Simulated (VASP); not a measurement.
## HfO2: equation of state with PBE+D3(BJ)

Crystal: HfO2.

```xyz
3
Lattice="0.0000 2.5233 2.5233 2.5233 0.0000 2.5233 2.5233 2.5233 0.0000" Properties=species:S:1:pos:R:3 pbc="T T T"
Hf    0.0000    0.0000    0.0000
O     3.7850    3.7850    3.7850
O     1.2617    1.2617    1.2617
```

Measurements of this composition are mostly on another form, of space group No. 14.

```json
{
  "Program": "VASP 6.6.1",
  "Task": "equation of state",
  "Functional": "PBE",
  "Dispersion": "D3(BJ)",
  "Potentials or basis": "VASP PAW PBE potentials, release 64 (Hf_pv, O)",
  "Cutoff": "520 eV",
  "k mesh": "8 × 8 × 8",
  "Occupations": "gaussian, width 0.02 eV",
  "Spin": "no spin polarisation"
}
```

The equilibrium volume is 10.73 Å³/atom and the bulk modulus is 260 GPa. The pressure derivative of the bulk modulus is 4.2 (rough: it moves with the points fitted).

Energy against volume, from the lowest point:
```csv
volume (Å³/atom),energy (meV/atom)
10.283,16.04
10.497,4.13
10.711,0.00
10.925,2.85
11.140,12.02
```

All runs of the series together: 73 s on 1 thread of Intel(R) Xeon(R) Platinum 8259CL CPU @ 2.50GHz (Skylake/Cascade Lake) (shared host).

The run has no spin-orbit coupling, so splittings on Hf are missing.
